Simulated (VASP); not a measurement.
Input:

```yaml
crystal:
  lattice:
    - [1.33394, -2.31046, 0.00000]
    - [1.33394, 2.31046, 0.00000]
    - [0.00000, 0.00000, 4.33090]
  atoms:
    - { symbol: Be, position: [0.66667, 0.33333, 0.50006] }
    - { symbol: Be, position: [0.33333, 0.66667, 0.00006] }
    - { symbol: O, position: [0.66667, 0.33333, 0.87794] }
    - { symbol: O, position: [0.33333, 0.66667, 0.37794] }
```

Calculation: PBEsol GGA, VASP's PBE PAW potentials (set 64) (plane waves; VASP). Settings: 520 eV cut-off, 9×9×5 Γ-centred mesh, Gaussian smearing of 0.050 eV, potentials Be O.

Problem. Predict the energy per atom (σ→0), pressure, band gap (on the k-mesh) with the smallest direct gap where there is one.

Solution. 
```json
{
 "band gap (on the k-mesh)": "7.80 eV",
 "smallest direct gap (on the k-mesh)": "7.80 eV",
 "energy per atom (σ→0)": "-7.408 eV/atom",
 "pressure": "7.30 GPa"
}
```

Total energies compare only between runs with the same potentials, cut-off and functional.

The compound is BeO in the wurtzite structure. This cell is one point of a volume scan, at 0.97 of the reference volume.
